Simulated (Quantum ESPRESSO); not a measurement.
# Fe2Ge (P6/mmm) in Quantum ESPRESSO: a series of runs

One crystal, Fe2Ge, is run at these levels: LDA; tasks: single point, equation of state.

Everything below comes from runs of Quantum ESPRESSO 7.5. Logs are shortened: lines on timing, memory, paths and dates and some standing lists are left out, and cuts for length are marked.

## Step 1: Starting point

The structure is hexagonal, space group P6/mmm (No. 191). The conventional cell has a = 4.164 Å, b = 4.164 Å, c = 2.626 Å, α = 90.00°, β = 90.00°, γ = 120.00°. Around Ge (site symmetry 6/mmm) lie 2 Ge at 2.63 Å and 12 Fe at 2.74 Å. Fe (site symmetry -6m2) is surrounded by 5 Fe at 2.40 to 2.63 Å and 6 Ge at 2.74 Å.

The cell comes from a database or a generator and needn't be the stable form of this composition.

## Step 2: Single point, LDA, collinear spin, ferromagnetic start, 12.36 Å³/atom

pw.in reads:

```
&CONTROL
  calculation = 'scf'
  prefix = 'pwscf'
  outdir = './tmp'
  pseudo_dir = './pseudo'
  tprnfor = .true.
  tstress = .true.
  disk_io = 'nowf'
/
&SYSTEM
  ibrav = 0
  nat = 3
  ntyp = 2
  ecutwfc = 56
  ecutrho = 448
  nbnd = 35
  occupations = 'smearing'
  smearing = 'fd'
  degauss = 0.00367493
  nspin = 2
  starting_magnetization(1) = 0
  starting_magnetization(2) = 0.1875
/
&ELECTRONS
  conv_thr = 6d-10
  electron_maxstep = 120
  mixing_beta = 0.3
/
ATOMIC_SPECIES
Ge    72.6300 ge_lda_v1.4.uspp.F.UPF
Fe    55.8450 fe_lda_v1.5.uspp.F.UPF
CELL_PARAMETERS angstrom
   4.0786381062    0.0000000000    0.0000000000
  -2.0393190531    3.5322042128    0.0000000000
   0.0000000000    0.0000000000    2.5728496086
ATOMIC_POSITIONS crystal
Ge     0.0000000000    0.0000000000    0.0000000000
Fe     0.3333333333    0.6666666667    0.5000000000
Fe     0.6666666667    0.3333333333    0.5000000000
K_POINTS automatic
7 7 10 0 0 0
```

Potentials or basis: GBRV 1.5 LDA.

Run with:

```sh
$ OMP_NUM_THREADS=1 mpirun -n 2 pw.x -nk 2 -in pw.in > pw.out
```

pw.out:

```text
This program is part of the open-source Quantum ESPRESSO suite
     for quantum simulation of materials; please cite
         "P. Giannozzi et al., J. Phys.:Condens. Matter 21 395502 (2009);
         "P. Giannozzi et al., J. Phys.:Condens. Matter 29 465901 (2017);
         "P. Giannozzi et al., J. Chem. Phys. 152 154105 (2020);
     in publications or presentations arising from this work. More details at

     Message from routine setup:
     using ibrav=0 with symmetry is DISCOURAGED, use correct ibrav instead

     K-points division:     npool     =       2
     Subspace diagonalization in iterative solution of the eigenvalue problem:
     a serial algorithm will be used

     G-vector sticks info
     --------------------
     sticks:   dense  smooth     PW     G-vecs:    dense   smooth      PW
     Sum        1813     925    283                40089    14171    2371

     Using Slab Decomposition

     bravais-lattice index     =            0
     lattice parameter (alat)  =       7.7075  a.u.
     unit-cell volume          =     250.1336 (a.u.)^3
     number of atoms/cell      =            3
     number of atomic types    =            2
     number of electrons       =        46.00
     number of Kohn-Sham states=           35
     kinetic-energy cutoff     =      56.0000  Ry
     charge density cutoff     =     448.0000  Ry
     scf convergence threshold =      6.0E-10
     mixing beta               =       0.3000
     number of iterations used =            8  plain     mixing
     Exchange-correlation=  SLA  PZ   NOGX NOGC
                           (   1   1   0   0   0   0   0)

     celldm(1)=   7.707509  celldm(2)=   0.000000  celldm(3)=   0.000000
     celldm(4)=   0.000000  celldm(5)=   0.000000  celldm(6)=   0.000000

     crystal axes: (cart. coord. in units of alat)
               a(1) = (   1.000000   0.000000   0.000000 )
               a(2) = (  -0.500000   0.866025   0.000000 )
               a(3) = (   0.000000   0.000000   0.630811 )

     reciprocal axes: (cart. coord. in units 2 pi/alat)
               b(1) = (  1.000000  0.577350 -0.000000 )
               b(2) = (  0.000000  1.154701  0.000000 )
               b(3) = (  0.000000 -0.000000  1.585261 )

     PseudoPot. # 1 for Ge read from file:
     ge_lda_v1.4.uspp.F.UPF
     Pseudo is Ultrasoft + core correction, Zval = 14.0
     Generated by new atomic code, or converted to UPF format
     Using radial grid of  873 points,  6 beta functions with:
                l(1) =   0
                l(2) =   0
                l(3) =   1
                l(4) =   1
                l(5) =   2
                l(6) =   2
     Q(r) pseudized with  8 coefficients,  rinner =    1.400   1.400   1.400
                                                       1.400   1.400

     PseudoPot. # 2 for Fe read from file:
     fe_lda_v1.5.uspp.F.UPF
     Pseudo is Ultrasoft + core correction, Zval = 16.0
     Generated by new atomic code, or converted to UPF format
     Using radial grid of  861 points,  6 beta functions with:
                l(1) =   0
                l(2) =   0
                l(3) =   1
                l(4) =   1
                l(5) =   2
                l(6) =   2
     Q(r) pseudized with  8 coefficients,  rinner =    1.000   1.000   1.000
                                                       1.000   1.000

     atomic species   valence    mass     pseudopotential
     Ge               14.00    72.63000     Ge( 1.00)
     Fe               16.00    55.84500     Fe( 1.00)

     Starting magnetic structure
     atomic species   magnetization
     Ge              0.000
     Fe              0.188

     24 Sym. Ops., with inversion, found

   Cartesian axes

     site n.     atom                  positions (alat units)
         1        Ge     tau(   1) = (   0.0000000   0.0000000   0.0000000  )
         2        Fe     tau(   2) = (  -0.0000000   0.5773503   0.3154055  )
         3        Fe     tau(   3) = (   0.5000000   0.2886751   0.3154055  )

     number of k points=    48  Fermi-Dirac smearing, width (Ry)=  0.0037
                       cart. coord. in units 2pi/alat
        k(    1) = (   0.0000000   0.0000000   0.0000000), wk =   0.0020408
        k(    2) = (   0.0000000   0.0000000   0.1585261), wk =   0.0040816
        k(    3) = (   0.0000000   0.0000000   0.3170522), wk =   0.0040816
        k(    4) = (   0.0000000   0.0000000   0.4755783), wk =   0.0040816
        k(    5) = (   0.0000000   0.0000000   0.6341044), wk =   0.0040816
        k(    6) = (   0.0000000   0.0000000  -0.7926305), wk =   0.0020408
[... 40 lines left out ...]
        k(   47) = (   0.2857143   0.4948717   0.6341044), wk =   0.0244898
        k(   48) = (   0.2857143   0.4948717  -0.7926305), wk =   0.0122449

     Dense  grid:    40089 G-vectors     FFT dimensions: (  54,  54,  36)

     Smooth grid:    14171 G-vectors     FFT dimensions: (  40,  40,  24)

     Check: negative core charge=   -0.000028
     Generating pointlists ...
     new r_m :   0.2602 (alat units)  2.0056 (a.u.) for type    1
     new r_m :   0.2382 (alat units)  1.8356 (a.u.) for type    2

     Initial potential from superposition of free atoms

     starting charge      43.9993, renormalised to      46.0000
     Starting wfcs are   35 randomized atomic wfcs

     Self-consistent Calculation

     iteration #  1     ecut=    56.00 Ry     beta= 0.30
     Davidson diagonalization with overlap
     ethr =  1.00E-02,  avg # of iterations =  4.8

     total energy              =    -713.52906088 Ry
     estimated scf accuracy    <       1.79300332 Ry

     total magnetization       =     4.26 Bohr mag/cell
     absolute magnetization    =     4.40 Bohr mag/cell

     iteration #  2     ecut=    56.00 Ry     beta= 0.30
     Davidson diagonalization with overlap
     ethr =  3.90E-03,  avg # of iterations =  2.0

     total energy              =    -713.60861345 Ry
     estimated scf accuracy    <       0.20904237 Ry

     total magnetization       =     4.43 Bohr mag/cell
     absolute magnetization    =     4.55 Bohr mag/cell
[... 91 lines left out ...]
     iteration # 12     ecut=    56.00 Ry     beta= 0.30
     Davidson diagonalization with overlap
     ethr =  1.26E-10,  avg # of iterations =  2.0

     total energy              =    -713.65220450 Ry
     estimated scf accuracy    <          5.5E-09 Ry

     total magnetization       =     4.35 Bohr mag/cell
     absolute magnetization    =     4.42 Bohr mag/cell

     iteration # 13     ecut=    56.00 Ry     beta= 0.30
     Davidson diagonalization with overlap
     ethr =  1.20E-11,  avg # of iterations =  1.7

     Magnetic moment per site  (integrated on atomic sphere of radius R)
     atom   1 (R=0.260)  charge= 12.1408  magn= -0.0044
     atom   2 (R=0.238)  charge= 14.2274  magn=  2.1078
     atom   3 (R=0.238)  charge= 14.2274  magn=  2.1078

     End of self-consistent calculation

 ------ SPIN UP ------------

          k = 0.0000 0.0000 0.0000 (  1769 PWs)   bands (ev):

   -70.1185 -70.0281 -36.6333 -36.6333 -36.5856 -36.5225 -36.3356 -36.3356
    -8.0577  -7.8111  -7.8111  -7.7952  -7.7952   4.1548  12.3692  12.3692
    13.1486  14.2673  14.5002  14.5002  15.3014  15.3014  16.2330  16.2330
    17.7694  19.6840  19.6840  20.3460  20.3460  24.9984  25.4138  31.5057
    37.7429  38.6245  38.6245

          k = 0.0000 0.0000 0.1585 (  1751 PWs)   bands (ev):

   -70.1165 -70.0262 -36.6313 -36.6313 -36.6041 -36.5394 -36.3340 -36.3340
    -8.0263  -7.8099  -7.8099  -7.8080  -7.8080   4.3844  12.5021  12.5021
    13.2752  14.4230  14.4230  14.5046  15.1701  15.1701  16.1205  16.1205
    17.9014  19.7829  19.7829  20.7495  20.7495  23.3884  25.0270  33.9603
    35.0329  35.0329  35.6975

          k = 0.0000 0.0000 0.3171 (  1757 PWs)   bands (ev):
[... 353 lines left out ...]
   -70.0632 -70.0467 -36.7282 -36.7138 -36.6481 -36.4999 -36.4361 -36.2866
    -7.9168  -7.9155  -7.7948  -7.7937  -7.7580   8.6380  12.0222  12.3762
    12.4168  14.1214  14.3320  14.9280  15.6719  16.0538  16.2124  16.7661
    16.8390  16.9968  17.5823  21.3646  22.0614  24.7988  25.9298  28.0466
    31.9076  32.0641  33.3359

          k = 0.2857 0.4949-0.7926 (  1772 PWs)   bands (ev):

   -70.0613 -70.0448 -36.7459 -36.7311 -36.6459 -36.4980 -36.4344 -36.2851
    -7.9294  -7.9279  -7.7930  -7.7920  -7.7267   9.5923  11.1867  12.4889
    12.6273  14.0385  14.3560  14.9906  15.6040  15.9928  16.2100  16.5248
    17.0637  17.5759  18.9168  19.9660  20.2105  25.0241  26.8284  27.8387
    31.1502  31.6122  33.2021

 ------ SPIN DOWN ----------

          k = 0.0000 0.0000 0.0000 (  1769 PWs)   bands (ev):

   -67.6222 -67.5241 -34.2973 -34.2973 -34.0522 -33.9824 -33.9719 -33.9719
    -8.0568  -7.8075  -7.8075  -7.7917  -7.7917   4.3000  13.1037  13.1037
    14.5474  15.8586  16.0125  16.0125  17.5036  17.5036  18.3403  18.5738
    18.5738  21.1076  21.1076  21.1081  21.1081  25.5614  26.0734  31.8042
    38.2377  38.8245  38.8246

          k = 0.0000 0.0000 0.1585 (  1751 PWs)   bands (ev):

   -67.6201 -67.5221 -34.2949 -34.2949 -34.0729 -34.0012 -33.9701 -33.9701
    -8.0254  -7.8062  -7.8062  -7.8045  -7.8045   4.5299  13.2644  13.2644
    14.6791  15.9546  15.9546  16.1230  17.2857  17.2857  18.4139  18.4139
    18.4353  21.1965  21.1965  21.5653  21.5653  23.6287  26.0838  34.2193
    35.3461  35.3461  36.2265

          k = 0.0000 0.0000 0.3171 (  1757 PWs)   bands (ev):
[... 353 lines left out ...]
   -67.5622 -67.5443 -34.3135 -34.2111 -34.1950 -34.1510 -34.0813 -33.9173
    -7.9129  -7.9115  -7.7914  -7.7903  -7.7561   8.8753  12.7612  13.1069
    13.3423  15.5418  15.9244  16.4964  17.6372  17.8384  17.9337  18.2106
    18.4725  18.9434  19.2477  22.3689  23.0075  25.2654  26.4715  28.5345
    32.6004  32.7404  33.8392

          k = 0.2857 0.4949-0.7926 (  1772 PWs)   bands (ev):

   -67.5601 -67.5422 -34.3109 -34.2307 -34.2141 -34.1490 -34.0793 -33.9157
    -7.9254  -7.9239  -7.7896  -7.7887  -7.7247   9.9893  11.5344  13.5475
    13.5563  15.3461  15.9214  16.5110  17.5150  17.8084  17.8308  18.2697
    19.0217  19.1711  20.2427  21.1977  21.3098  25.3679  27.2108  28.3890
    31.9071  32.3051  33.8550

     the Fermi energy is    17.2679 ev

!    total energy              =    -713.65220451 Ry
     estimated scf accuracy    <          2.7E-10 Ry
     smearing contrib. (-TS)   =      -0.00210583 Ry
     internal energy E=F+TS    =    -713.65009868 Ry

     The total energy is F=E-TS. E is the sum of the following terms:
     one-electron contribution =    -335.59141862 Ry
     hartree contribution      =     202.96512877 Ry
     xc contribution           =    -115.19505039 Ry
     ewald contribution        =    -465.82875844 Ry

     total magnetization       =     4.35 Bohr mag/cell
     absolute magnetization    =     4.42 Bohr mag/cell

     convergence has been achieved in  13 iterations

     Forces acting on atoms (cartesian axes, Ry/au):

     atom    1 type  1   force =     0.00000000    0.00000000    0.00000000
     atom    2 type  2   force =    -0.00000000    0.00000000   -0.00000000
     atom    3 type  2   force =     0.00000000    0.00000000    0.00000000

     Total force =     0.000000     Total SCF correction =     0.000000

     Computing stress (Cartesian axis) and pressure

          total   stress  (Ry/bohr**3)                   (kbar)     P=      -77.31
  -0.00066431  -0.00000000   0.00000000          -97.72       -0.00        0.00
  -0.00000000  -0.00066431   0.00000000           -0.00      -97.72        0.00
   0.00000000   0.00000000  -0.00024797            0.00        0.00      -36.48

=------------------------------------------------------------------------------=
   JOB DONE.
=------------------------------------------------------------------------------=
```

Wall time 57 s (2 MPI ranks of Arm Neoverse V2, shared host); peak memory 0.34 GiB.

What came out:

```yaml
Free_energy: -9709.7329 eV
Pressure: -7.7 GPa
Band_gap_on_the_k_mesh: none (metal or under the smearing width)
Net_moment: 4.35 μB per cell
Absolute_moment: 4.42 μB per cell
Site_moments: Ge -0.00; Fe +2.11 μB
Valence_electrons_inside_the_program's_atomic_spheres: Ge 12.14; Fe 14.23
```

## Step 3: Single point, LDA, collinear spin, ferromagnetic start, 12.62 Å³/atom

pw.in: that of step 2 with these lines changed.

```diff
@@ -32,5 +32,5 @@
 CELL_PARAMETERS angstrom
-   4.0786381062    0.0000000000    0.0000000000
-  -2.0393190531    3.5322042128    0.0000000000
-   0.0000000000    0.0000000000    2.5728496086
+   4.1073618561    0.0000000000    0.0000000000
+  -2.0536809280    3.5570797099    0.0000000000
+   0.0000000000    0.0000000000    2.5909688648
 ATOMIC_POSITIONS crystal
```

Potentials or basis: GBRV 1.5 LDA.

Run with:

```sh
$ OMP_NUM_THREADS=1 mpirun -n 2 pw.x -nk 2 -in pw.in > pw.out
```

Wall time 58 s (2 MPI ranks of Arm Neoverse V2, shared host); peak memory 0.36 GiB.

It converged, with:

```yaml
Free_energy: -9709.6901 eV
Pressure: -9.6 GPa
Band_gap_on_the_k_mesh: none (metal or under the smearing width)
Net_moment: 4.57 μB per cell
Absolute_moment: 4.64 μB per cell
Site_moments: Ge +0.00; Fe +2.22 μB
Valence_electrons_inside_the_program's_atomic_spheres: Ge 12.17; Fe 14.24
```

## Step 4: Single point, LDA, collinear spin, ferromagnetic start, 12.88 Å³/atom

pw.in: that of step 3 with these lines changed.

```diff
@@ -32,5 +32,5 @@
 CELL_PARAMETERS angstrom
-   4.1073618561    0.0000000000    0.0000000000
-  -2.0536809280    3.5570797099    0.0000000000
-   0.0000000000    0.0000000000    2.5909688648
+   4.1356893847    0.0000000000    0.0000000000
+  -2.0678446924    3.5816120693    0.0000000000
+   0.0000000000    0.0000000000    2.6088381803
 ATOMIC_POSITIONS crystal
```

Run with:

```sh
$ OMP_NUM_THREADS=1 mpirun -n 2 pw.x -nk 2 -in pw.in > pw.out
```

Run time: 55 s. Hardware: 2 MPI ranks of Arm Neoverse V2, shared host; peak memory 0.36 GiB.

The run converged. Its results:

```yaml
Free_energy: -9709.6389 eV
Pressure: -11.3 GPa
Band_gap_on_the_k_mesh: none (metal or under the smearing width)
Net_moment: 4.78 μB per cell
Absolute_moment: 4.85 μB per cell
Site_moments: Ge +0.01; Fe +2.32 μB
Valence_electrons_inside_the_program's_atomic_spheres: Ge 12.19; Fe 14.26
```

## Step 5: Single point, LDA, collinear spin, ferromagnetic start, 13.14 Å³/atom

pw.in: that of step 4 with these lines changed.

```diff
@@ -32,5 +32,5 @@
 CELL_PARAMETERS angstrom
-   4.1356893847    0.0000000000    0.0000000000
-  -2.0678446924    3.5816120693    0.0000000000
-   0.0000000000    0.0000000000    2.6088381803
+   4.1636340796    0.0000000000    0.0000000000
+  -2.0818170398    3.6058128850    0.0000000000
+   0.0000000000    0.0000000000    2.6264660000
 ATOMIC_POSITIONS crystal
```

Run with:

```sh
$ OMP_NUM_THREADS=1 mpirun -n 2 pw.x -nk 2 -in pw.in > pw.out
```

Run time: 57 s. Hardware: 2 MPI ranks of Arm Neoverse V2, shared host; peak memory 0.36 GiB.

The run converged. Its results:

- Free energy: -9709.5790 eV
- Pressure: -13.1 GPa
- Band gap on the k mesh: none (metal or under the smearing width)
- Net moment: 4.90 μB per cell
- Absolute moment: 4.97 μB per cell
- Site moments: Ge +0.01; Fe +2.38 μB
- Valence electrons inside the program's atomic spheres: Ge 12.21; Fe 14.28

## Step 6: Single point, LDA, collinear spin, ferromagnetic start, 13.41 Å³/atom

pw.in: that of step 5 with these lines changed.

```diff
@@ -32,5 +32,5 @@
 CELL_PARAMETERS angstrom
-   4.1636340796    0.0000000000    0.0000000000
-  -2.0818170398    3.6058128850    0.0000000000
-   0.0000000000    0.0000000000    2.6264660000
+   4.1912086188    0.0000000000    0.0000000000
+  -2.0956043094    3.6296931365    0.0000000000
+   0.0000000000    0.0000000000    2.6438603215
 ATOMIC_POSITIONS crystal
```

Potentials or basis: GBRV 1.5 LDA.

Run with:

```sh
$ OMP_NUM_THREADS=1 mpirun -n 2 pw.x -nk 2 -in pw.in > pw.out
```

Run time: 57 s. Hardware: 2 MPI ranks of Arm Neoverse V2, shared host; peak memory 0.36 GiB.

Results (log left out):

| Item | Value |
| --- | --- |
| Free energy | -9709.5097 eV |
| Pressure | -15.0 GPa |
| Band gap on the k mesh | none (metal or under the smearing width) |
| Net moment | 4.99 μB per cell |
| Absolute moment | 5.06 μB per cell |
| Site moments | Ge +0.01; Fe +2.42 μB |
| Valence electrons inside the program's atomic spheres | Ge 12.23; Fe 14.29 |

## Step 7: Single point, LDA, collinear spin, ferromagnetic start, 13.67 Å³/atom

pw.in: that of step 6 with these lines changed.

```diff
@@ -32,5 +32,5 @@
 CELL_PARAMETERS angstrom
-   4.1912086188    0.0000000000    0.0000000000
-  -2.0956043094    3.6296931365    0.0000000000
-   0.0000000000    0.0000000000    2.6438603215
+   4.2184250218    0.0000000000    0.0000000000
+  -2.1092125109    3.6532632329    0.0000000000
+   0.0000000000    0.0000000000    2.6610287267
 ATOMIC_POSITIONS crystal
```

Run with:

```sh
$ OMP_NUM_THREADS=1 mpirun -n 2 pw.x -nk 2 -in pw.in > pw.out
```

Wall time 58 s (2 MPI ranks of Arm Neoverse V2, shared host); peak memory 0.38 GiB.

The run converged. Its results:

* Free energy: -9709.4321 eV
* Pressure: -16.5 GPa
* Band gap on the k mesh: none (metal or under the smearing width)
* Net moment: 5.10 μB per cell
* Absolute moment: 5.17 μB per cell
* Site moments: Ge +0.01; Fe +2.47 μB
* Valence electrons inside the program's atomic spheres: Ge 12.26; Fe 14.31

## Step 8: Single point, LDA, collinear spin, ferromagnetic start, 13.93 Å³/atom

pw.in: that of step 7 with these lines changed.

```diff
@@ -32,5 +32,5 @@
 CELL_PARAMETERS angstrom
-   4.2184250218    0.0000000000    0.0000000000
-  -2.1092125109    3.6532632329    0.0000000000
-   0.0000000000    0.0000000000    2.6610287267
+   4.2452946954    0.0000000000    0.0000000000
+  -2.1226473477    3.6765330528    0.0000000000
+   0.0000000000    0.0000000000    2.6779784113
 ATOMIC_POSITIONS crystal
```

Run with:

```sh
$ OMP_NUM_THREADS=1 mpirun -n 2 pw.x -nk 2 -in pw.in > pw.out
```

Wall time 60 s (2 MPI ranks of Arm Neoverse V2, shared host); peak memory 0.38 GiB.

Results (log left out):

```
Free energy                                           : -9709.3479 eV
Pressure                                              : -17.7 GPa
Band gap on the k mesh                                : none (metal or under the smearing width)
Net moment                                            : 5.20 μB per cell
Absolute moment                                       : 5.27 μB per cell
Site moments                                          : Ge +0.01; Fe +2.52 μB
Valence electrons inside the program's atomic spheres : Ge 12.28; Fe 14.32
```

## Step 9: Equation of state, LDA, collinear spin, ferromagnetic start

Potentials or basis: GBRV 1.5 LDA.

This step only gathers the single runs of the series.

Results:

* Equilibrium volume: 11.35 Å³/atom (rough: see the caveat)
* Bulk modulus at fixed shape and positions: 87 GPa (rough)

Energy against volume, from the lowest point:
| volume (Å³/atom) | energy (meV/atom) |
| --- | --- |
| 12.355 | 0.00 |
| 12.618 | 14.25 |
| 12.881 | 31.34 |
| 13.144 | 51.30 |
| 13.407 | 74.41 |
| 13.670 | 100.27 |
| 13.933 | 128.34 |

Caveat: the fit is doubtful: noisy points or a state that changes with volume; the minimum lies outside the volumes run; the cell was scaled at fixed shape and fractional positions, which overstates the stiffness of a crystal with free parameters, most of all of layers and chains.
